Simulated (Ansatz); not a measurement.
**GaN under changes of volume**

One of the cells (11.444 Å³/atom); the others are scaled copies at fixed shape and fractional positions:

```xyz
2
Lattice="0.0000 2.2535 2.2535 2.2535 0.0000 2.2535 2.2535 2.2535 0.0000" Properties=species:S:1:pos:R:3 pbc="T T T"
Ga    0.0000    0.0000    0.0000
N     1.1268    1.1268    1.1268
```

The cell is a database's computed one.

* Program: Ansatz 0.2.0
* Functional: PBE
* Potentials or basis: Ansatz PAW
* Cutoff: 420 eV (not typed: the program's choice for these potentials)
* k mesh: 10 × 10 × 10
* Occupations: fermi-dirac, width 0.05 eV
* Spin: no spin polarisation

| volume (Å³/atom) | energy over the lowest point (meV/atom) | pressure (GPa) | gap on the mesh (eV) |
| --- | --- | --- | --- |
| 10.757 | ? | ? | ? |
| 10.986 | 30.81 | 13.7 | 1.98 |
| 11.215 | 14.58 | 9.1 | 1.84 |
| 11.444 | 4.55 | 5.0 | 1.72 |
| 11.673 | 0.00 | 1.3 | 1.59 |
| 11.902 | 0.49 | -2.0 | 1.47 |
| 12.131 | 5.47 | -4.9 | 1.34 |

**Question.** What does the run at 10.757 Å³/atom give?

**Answer.** Energy over the lowest point 53.93 meV/atom; pressure 18.7 GPa; gap on the mesh 2.11 eV.

Worked out: A Birch-Murnaghan fit of order 3 (a polynomial in V^(-2/3)) to the other rows has its minimum at 11.76 Å³/atom with B0 = V·E''(V) = 172 GPa and B' = 4.3. It gives 53.86 meV/atom at 10.757 Å³/atom, against the run's 53.93, and -dE/dV = 18.7 GPa, against 18.7. A straight line through the other rows of the gap, of slope -6.4 eV per unit of ln V (its deformation potential), extrapolates to 2.11 eV, against the run's 2.11.

Energies are extrapolated to zero smearing.

Spin-orbit coupling on Ga is left out.
